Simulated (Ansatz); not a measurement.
# NbAs: the cost of one run

Program: Ansatz 0.2.0. Level of theory: DFT r²SCAN, scalar-relativistic, plane waves, PAW. These are calculated values, not measurements.

1 further run of the same task is left out (it didn't finish). Runs told in other sessions of the task aren't counted.

### 1 Starting point

It takes space group Fm-3m (No. 225, cubic). The conventional cell has a = 5.259 Å, b = 5.259 Å, c = 5.259 Å, α = 90.00°, β = 90.00°, γ = 90.00°. Nb (site symmetry m-3m) has 6 As at 2.63 Å in its first shell of neighbours. Around As (site symmetry m-3m) lie 6 Nb at 2.63 Å.

Coordinates:

```cif
data_structure
_symmetry_space_group_name_H-M 'Fm-3m'
_symmetry_Int_Tables_number 225
_cell_length_a 5.2587
_cell_length_b 5.2587
_cell_length_c 5.2587
_cell_angle_alpha 90.000
_cell_angle_beta 90.000
_cell_angle_gamma 90.000
_cell_volume 145.42
loop_
_atom_site_label
_atom_site_type_symbol
_atom_site_symmetry_multiplicity
_atom_site_Wyckoff_symbol
_atom_site_fract_x
_atom_site_fract_y
_atom_site_fract_z
_atom_site_occupancy
Nb1 Nb 4 b 0.50000 0.00000 0.00000 1
As1 As 4 a 0.00000 0.00000 0.00000 1
```

This cell comes from an earlier session at r²SCAN: 18.178 Å³/atom at 0.00 GPa, on a 12×12×12 mesh.

Volume factors to run: 0.980, 1.020, 0.960, 1.040, 1.070.

### 2 Scaling the volume by 0.980

File input.yaml:

```yaml
crystal:
  lattice:
    - [0.0, 2.6117074975, 2.6117074975]
    - [2.6117074975, 0.0, 2.6117074975]
    - [2.6117074975, 2.6117074975, 0.0]
  atoms:
    - { symbol: Nb, position: [0.5, 0.5, 0.5] }
    - { symbol: As, position: [0.0, 0.0, 0.0] }
basis:
  ecutwfc: 500
  ecutrho_ratio: 4
kpoints:
  mp_grid: { grid: [12, 12, 12] }
hamiltonian:
  xc: r2scan
scf:
  occupations: { method: gaussian, width: 0.05 }
output:
  forces: true
  stress: true
  eigenvalues: true
```

Started as:

```sh
$ ansatz run input.yaml --threads 2 --pin off --max-ram 2662MiB --backend cpu --events-out ev --progress --plain --runs-dir out
```

Q: Estimate wall time and peak memory on 2 threads of Arm Neoverse V2, shared host.

About 4.2 s, with a peak of 0.45 GiB.
